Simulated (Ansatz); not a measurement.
# Be started on an S site in zincblende BeS, 16 atoms, charge 0

Aim: a base single point, then the same cell under other settings, to see what each one moves.

Program: Ansatz 0.2.0, PAW, plane waves. These are calculated values, not measurements.

## 1. Starting point

16 atoms (9 Be, 7 S); a = 6.842 Å, b = 6.842 Å, c = 6.842 Å, α = 60.00°, β = 60.00°, γ = 60.00°. All atoms were shaken off their sites by about 0.07 Å along each axis. Defect site 1: (0.625, 0.625, 0.625).

As a file:

```
CELL_PARAMETERS angstrom
0.00000 4.83800 4.83800
4.83800 0.00000 4.83800
4.83800 4.83800 0.00000
ATOMIC_POSITIONS crystal
Be 0.99980 0.00508 0.01659
Be 0.48519 0.48763 0.50518
Be 0.62207 0.62498 0.63775
Be 0.01592 0.99506 0.49669
Be 0.50511 0.49763 0.00685
Be 0.99197 0.48762 0.03787
Be 0.49564 0.99711 0.50791
Be 0.50318 0.97183 0.00968
Be 0.98821 0.48674 0.51822
S 0.11731 0.12717 0.12926
S 0.12754 0.11517 0.62465
S 0.63011 0.62959 0.12165
S 0.14586 0.60260 0.11356
S 0.62445 0.11787 0.61730
S 0.61182 0.12729 0.12967
S 0.11963 0.62768 0.62160
```

## 2. PBEsol single point

in.yaml reads:

```yaml
crystal:
  lattice:
    - [0.000000, 4.837996, 4.837996]
    - [4.837996, 0.000000, 4.837996]
    - [4.837996, 4.837996, 0.000000]
  atoms:
    - { symbol: Be, position: [0.999799, 0.005081, 0.016592] }
    - { symbol: Be, position: [0.485192, 0.487627, 0.505180] }
    - { symbol: Be, position: [0.622069, 0.624979, 0.637754] }
    - { symbol: Be, position: [0.015919, 0.995065, 0.496686] }
    - { symbol: Be, position: [0.505115, 0.497634, 0.006846] }
    - { symbol: Be, position: [0.991966, 0.487625, 0.037871] }
    - { symbol: Be, position: [0.495640, 0.997109, 0.507911] }
    - { symbol: Be, position: [0.503179, 0.971829, 0.009681] }
    - { symbol: Be, position: [0.988209, 0.486745, 0.518222] }
    - { symbol: S, position: [0.117313, 0.127170, 0.129255] }
    - { symbol: S, position: [0.127538, 0.115170, 0.624653] }
    - { symbol: S, position: [0.630114, 0.629588, 0.121645] }
    - { symbol: S, position: [0.145861, 0.602601, 0.113565] }
    - { symbol: S, position: [0.624452, 0.117872, 0.617296] }
    - { symbol: S, position: [0.611816, 0.127293, 0.129673] }
    - { symbol: S, position: [0.119626, 0.627679, 0.621600] }
kpoints:
  mp_grid: { grid: [2, 2, 2], shift: [0.5, 0.5, 0.5] }
hamiltonian:
  xc: pbesol
scf:
  occupations: { method: fermi_dirac, width: 0.01 }
output:
  forces: true
  eigenvalues: true
  stress: true
  populations: true
```

Started as:

```console
$ ansatz run in.yaml --threads 7 --pin off --max-ram 13300MiB --runs-dir r --events-out ev --progress --plain
```

## 3. Variant: smearing width 0.2 eV

Changes to in.yaml since step 2:

```diff
@@ -27,3 +27,4 @@
 scf:
-  occupations: { method: fermi_dirac, width: 0.01 }
+  occupations: { method: fermi_dirac, width: 0.2 }
+  max_iter: 90
 output:
@@ -32,2 +33 @@
   stress: true
-  populations: true
```

## 4. Variant: mixing beta 1.5, at most 9 cycles

Changes to in.yaml since step 3:

```diff
@@ -27,4 +27,5 @@
 scf:
-  occupations: { method: fermi_dirac, width: 0.2 }
-  max_iter: 90
+  occupations: { method: fermi_dirac, width: 0.01 }
+  max_iter: 9
+  mixing: { beta: 1.5 }
 output:
```

## 5. Run again with functional RPBE, xc grid 3, smearing width 1.0 eV

Changes to in.yaml since step 4:

```diff
@@ -24,8 +24,8 @@
   mp_grid: { grid: [2, 2, 2], shift: [0.5, 0.5, 0.5] }
+basis: { xc_grid: 3 }
 hamiltonian:
-  xc: pbesol
+  xc: rpbe
 scf:
-  occupations: { method: fermi_dirac, width: 0.01 }
-  max_iter: 9
-  mixing: { beta: 1.5 }
+  occupations: { method: fermi_dirac, width: 1 }
+  max_iter: 50
 output:
```

## 6. Run again with density threshold 0.001 eV, occupations Methfessel–Paxton

Changes to in.yaml since step 5:

```diff
@@ -24,8 +24,8 @@
   mp_grid: { grid: [2, 2, 2], shift: [0.5, 0.5, 0.5] }
-basis: { xc_grid: 3 }
 hamiltonian:
-  xc: rpbe
+  xc: pbesol
 scf:
-  occupations: { method: fermi_dirac, width: 1 }
-  max_iter: 50
+  occupations: { method: methfessel_paxton, width: 0.01 }
+  max_iter: 80
+  convergence: { dr2_threshold: 1e-03 }
 output:
```

## 7. Variant: density cutoff ratio 2, charge changed by 2

Changes to in.yaml since step 6:

```diff
@@ -24,8 +24,9 @@
   mp_grid: { grid: [2, 2, 2], shift: [0.5, 0.5, 0.5] }
+basis: { ecutrho_ratio: 2 }
 hamiltonian:
   xc: pbesol
+total_charge: 2
 scf:
-  occupations: { method: methfessel_paxton, width: 0.01 }
-  max_iter: 80
-  convergence: { dr2_threshold: 1e-03 }
+  occupations: { method: fermi_dirac, width: 0.01 }
+  max_iter: 90
 output:
```

What does the calculation give? Wanted: for each run, settings; status; energy from base; forces from base.

As calculated:

| settings | status | cycles | time | energy from base (meV/atom) | forces from base (eV/Å rms) | filled to empty level on the mesh (eV) |
| --- | --- | --- | --- | --- | --- | --- |
| base | converged | 7 | 1 s (7 CPU threads) | 0 | 0 | none |
| smearing width 0.2 eV | converged | 7 | 0.9 s (7 CPU threads) | -4.4 | 0.027 | - |
| mixing beta 1.5, at most 9 cycles | refused | - | 0.1 s (7 CPU threads) | - | - | - |
| functional RPBE, xc grid 3, smearing width 1.0 eV | converged, settings too loose | 8 | 1.2 s (7 CPU threads) | - | 0.161 | - |
| density threshold 0.001 eV, occupations Methfessel–Paxton | converged, settings too loose | 4 | 0.8 s (7 CPU threads) | +0.1 | 0.003 | - |
| density cutoff ratio 2, charge changed by 2 | converged, settings too loose | 14 | 1.1 s (7 CPU threads) | - | 0.528 | - |

The base run shows no spacing between filled and empty levels on this coarse mesh with displaced atoms and smearing, so occupations can shift between runs, and part of each change may come from that and not from the setting itself.

Among these variants the forces move most with density cutoff ratio 2, charge changed by 2 (0.528 eV/Å rms) and least with density threshold 0.001 eV, occupations Methfessel–Paxton (0.003). 1 of 5 variants gave no result: mixing beta 1.5, at most 9 cycles (refused).
